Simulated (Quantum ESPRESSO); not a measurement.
The system is Ti.

```
Ti
1.0
     4.56737    0.00000    0.00000
    -2.28369    3.95546    0.00000
     0.00000    0.00000    2.82624
Ti
3
Cartesian
  2.2837 1.3185 1.4131
  0.0000 2.6370 1.4131
  0.0000 0.0000 0.0000
```

This isn't the form of Ti at room conditions, which is hcp.

Base run:

```yaml
Program: Quantum ESPRESSO 7.5
Functional: LDA
Potentials_or_basis: PseudoDojo 0.4.1 SR LDA standard
Cutoff: 1143 eV
Density_cutoff: 4572 eV
k_mesh: 7 × 7 × 9
Occupations: fermi-dirac, width 0.05 eV
Spin: no spin polarisation
```

Its results: band gap on the k mesh none (metal or under the smearing width); pressure -7.9 GPa.

Problem. The run is repeated on the same cell with these changes: functional from LDA to PBEsol; potentials or basis from PseudoDojo 0.4.1 SR LDA standard to GBRV 1.5 PBEsol; cutoff from 1143 eV to 612 eV; density cutoff from 4572 eV to 4898 eV. What comes out?

Solution. Band gap on the k mesh none (metal or under the smearing width); pressure -3.8 GPa.

Caveats: some levels on the path didn't converge.

Not every run made on this cell is shown here.
